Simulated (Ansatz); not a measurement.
Ionic part of the dielectric constant of SnS2 at 1 GPa, mode by mode

Theory: DFT PBE, scalar-relativistic, plane waves, PAW (Ansatz). Plane waves to 420 eV; Γ-centred k mesh 12×12×6; fixed occupations. No spin polarisation. Phonons by linear response, acoustic sum rule imposed.

The structure is trigonal, space group P-3m1 (No. 164). Conventional cell: a = 3.687 Å, b = 3.687 Å, c = 6.141 Å, α = 90.00°, β = 90.00°, γ = 120.00°. Around Sn (site symmetry -3m) lie 6 S at 2.59 Å. Around S (site symmetry 3m) lie 3 Sn at 2.59 Å.

The crystal is built of layers and no dispersion correction was added, so the binding between them is poorly described, and with it their spacing and whatever depends on it. Spin–orbit coupling is left out, which matters for heavy elements.

The primitive cell has V = 72.30 Å³ and ε∞,xx = 8.144. Each polar mode adds Δε = (4.92064×10⁷/V)·S/ν² along x, with S its oscillator strength in e²/amu, ν in cm⁻¹ and V in Å³.

Task: From these modes, find each Δε and ε0,xx.
```csv
ν (cm⁻¹),S_xx (e²/amu)
197.1,0.5817
```

Result:
```csv
ν (cm⁻¹),Δε
197.1,10.19
```

The sum is 10.193, so ε0,xx = 18.34; the run's tensor has 18.34.

Task: Where do the longitudinal modes lie for a wave vector along x?

Result: At 296 cm⁻¹. The Lyddane–Sachs–Teller product Π(ν_LO/ν_TO)² = 2.25 matches ε0/ε∞ = 2.25.

Cost: 1 run of about 7.6 core-minutes, on Arm Neoverse V1 (shared hosts).

The in-plane lattice response of SnS2 comes from a single polar mode, the E_u vibration in which the Sn sublattice moves against the two S sublattices within the layer. Its contribution of 10.19 exceeds the electronic term of 8.144, so the ions supply more than half of the static constant. The likely reason is the polar-covalent Sn–S bond: displacement changes the mixing of S 3p with Sn 5s and 5p states and shifts charge along with the ions, giving a large dynamical charge. The moderate restoring force adds to this, since the contribution scales with the inverse square of the frequency.

The same dipole produces the macroscopic field that lifts the longitudinal mode from 197.1 to 296 cm⁻¹, even though electronic screening weakens that field. PBE usually underestimates the gap and so probably overestimates this screening, which would make the splitting somewhat too small. The strong in-plane response can't be carried over to fields along the layer normal, where a different polar mode, A2u, is active.
